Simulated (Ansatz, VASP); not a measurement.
## Two plane-wave programs on Si

```
Si
1.0
     2.70979    0.00000    0.00000
    -1.35489    2.34675    0.00000
     0.00000    0.00000    4.56695
Si
2
Direct
  0.33333 0.66667 0.25000
  0.66667 0.33333 0.75000
```

Alike in both runs: functional revPBE; k mesh 13 × 13 × 7; occupations fermi-dirac, width 0.1 eV; no spin polarisation.

Ansatz relaxed the structure, and its values are those at the end. VASP's run is a single point on that final structure, the one shown.

```csv
,VASP,Ansatz
version,VASP 6.6.1,Ansatz 0.2.0
potentials or method,"VASP PAW PBE potentials, release 64 (Si)","plane waves (420 eV) with PAW, scalar-relativistic"
plane-wave cutoff (eV),520,420
valence electrons in the cell,8,8
```

Ansatz gave:

- pressure (GPa): 0.0

Q: Estimate VASP's values.

A: Pressure (GPa): -0.4.

Caveats: the PAW data sets were made with another functional, which shifts forces and pressure a little (VASP).
